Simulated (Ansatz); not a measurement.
CuO (Tenorite) in Ansatz: the effect of functional

The system is CuO (Tenorite).

```
Cu O
1.0
     2.36018   -1.72475    0.00000
     2.36018    1.72475    0.00000
    -0.86625    0.00000    5.09294
Cu O
2 2
Direct
  0.49680 0.00320 0.50000
  0.00320 0.49680 0.00000
  0.40560 0.57140 0.75370
  0.57140 0.40560 0.25370
```

The cell isn't the ideal one: volume scaled by 1.02.

Alike in all runs:

- Program: Ansatz 0.2.0
- Task: single point
- Potentials or basis: Ansatz PAW
- k mesh: 10 × 10 × 5
- Occupations: fermi-dirac, width 0.05 eV
- Spin: no spin polarisation

| functional | cutoff | pressure (GPa) | largest force (eV/Å) |
| --- | --- | --- | --- |
| LDA | 420 eV (not typed: the program's choice for these potentials) | -12.6 | 0.79 |
| PBEsol | 420 eV (not typed: the program's choice for these potentials) | -6.0 | 0.75 |
| r2SCAN | 500 eV (not typed: the program's choice for these potentials) | ? | ? |

Task: What does the run with functional r2SCAN give?

Result: Pressure -4.7 GPa; largest force 0.72 eV/Å.

Caveats: the run has no spin polarisation, though such a crystal can be magnetic; the PAW data sets come from PBE, with cores solved anew for the run's functional, which leaves a small shift of forces and pressure.
